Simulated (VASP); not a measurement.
**Zn: relaxation of cell and atoms with BLYP**

The system is Zn.

```
CELL_PARAMETERS angstrom
0.00000 1.96655 1.96655
1.96655 0.00000 1.96655
1.96655 1.96655 0.00000
ATOMIC_POSITIONS crystal
Zn 0.00000 0.00000 0.00000
```

The cell was built by a generator and needn't be a form met in nature.

```json
{"Program": "VASP 6.6.1", "Task": "relaxation of cell and atoms", "Functional": "BLYP", "Potentials or basis": "VASP PAW PBE potentials, release 64 (Zn)", "Cutoff": "600 eV", "k mesh": "14 × 14 × 14", "Occupations": "fermi-dirac, width 0.1 eV", "Spin": "no spin polarisation", "Dipole correction": "no", "Further INCAR settings": "ALGO = Normal; EDIFF = 1e-07; IBRION = 2; EDIFFG = -0.01; NSW = 80; ISIF = 3"}
```

```
Relaxed volume                         : 16.84 Å³/atom
Relaxed cell                           : a = 2.877 Å, b = 2.877 Å, c = 2.877 Å, α = 60.00°, β = 60.00°, γ = 60.00°
Space group after relaxing (to 0.05 Å) : Fm-3m (No. 225)
Energy gained by relaxing              : 27.4 meV/atom
Ionic steps                            : 3
Pressure after relaxing                : 0.0 GPa
Band gap on the k mesh                 : none (metal or under the smearing width)
```

Step by step:
```csv
step,energy change (eV),largest force (eV/Å),pressure (GPa),volume (Å³)
1,0.0000,0.0000,6.10,15.21
2,-0.0266,0.0000,0.85,16.52
3,-0.0274,0.0000,-0.04,16.84
```

Final structure:
```
CELL_PARAMETERS angstrom
0.00000 2.03422 2.03422
2.03422 0.00000 2.03422
2.03422 2.03422 0.00000
ATOMIC_POSITIONS crystal
Zn 0.00000 0.00000 0.00000
```

Levels at points of the mesh, in eV from the Fermi level:
| k point | band 3 | band 4 | band 5 | band 6 | band 7 | band 8 | band 9 | band 10 |
| --- | --- | --- | --- | --- | --- | --- | --- | --- |
| (0.00, 0.00, 0.00) | -7.50 | -7.50 | -7.19 | -7.19 | 16.66 | 16.66 | 16.66 | 18.55 |
| (0.50, 0.00, 0.00) | -7.50 | -6.95 | -6.95 | -2.27 | -1.61 | 13.87 | 13.87 | 17.27 |
| (0.50, 0.50, 0.00) | -6.97 | -6.89 | -6.89 | -0.62 | 1.30 | 7.90 | 7.90 | 11.73 |

Wall time 33 s on 1 thread of Intel(R) Xeon(R) Platinum 8375C CPU @ 2.90GHz (Ice Lake), on a shared host, peak memory 0.15 GiB.

Caveat: the PAW data sets were made with another functional, which shifts forces and pressure a little.
